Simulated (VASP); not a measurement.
Set up this calculation in VASP 6.6.1, as the native input.

```
Task                   : single point
Functional             : PBE
Potentials or basis    : VASP PAW PBE potentials, release 64 (Pb_d, Te)
Cutoff                 : 520 eV
k mesh                 : 8 × 8 × 8
Occupations            : fermi-dirac, width 0.02 eV
Spin                   : no spin polarisation
Dipole correction      : no
Further INCAR settings : ALGO = Normal; EDIFF = 1e-07; NBANDS = 17
```

The structure of TePb lies in POSCAR:

```
TePb
1.0
    0.0828396642      3.2678368520      3.2678368520
    3.2678368520      0.0828396642      3.2678368520
    3.3506765162      3.3506765162      0.0000000000
Pb Te
1 1
Direct
    0.0000000000      0.0000000000      0.0000000000
    0.5000000000      0.5000000000      0.5000000000
```

The cell was built by a generator and needn't be a form met in nature.

The cell isn't the ideal one: shear_xy strain +5.1%.

These files were run (other wordings do the same):

INCAR

```
SYSTEM = TePb
  ALGO = Normal
  EDIFF = 1E-7
  ENCUT = 520
  GGA = PE
  ISIF = 2
  ISMEAR = -1
  LASPH = .TRUE.
  LCHARG = .TRUE.
  LELF = .TRUE.
  LREAL = .FALSE.
  LVHAR = .TRUE.
  LWAVE = .FALSE.
  NBANDS = 17
  NELM = 100
  PREC = Accurate
  SIGMA = 0.02
```

KPOINTS

```
k-points
0
G
  8 8 8
  0 0 0
```

Potentials or basis: VASP PAW PBE potentials, release 64 (Pb_d, Te).

Launch:

```console
$ cat potpaw_PBE.64/Pb_d/POTCAR potpaw_PBE.64/Te/POTCAR > POTCAR
$ mpirun -np 1 vasp_std > vasp.out
```

Results of the run:

```json
{
 "Pressure": "0.6 GPa",
 "Band gap on the k mesh": "0.55 eV, indirect (least direct gap 0.75 eV)"
}
```

Caveat: spin-orbit coupling is left out, which as a rule narrows the gap of such compounds by several tenths of an eV.

Run time: 77 s on 1 thread of AMD EPYC 9R14 (Zen 4) (shared host), peak memory 0.25 GiB.
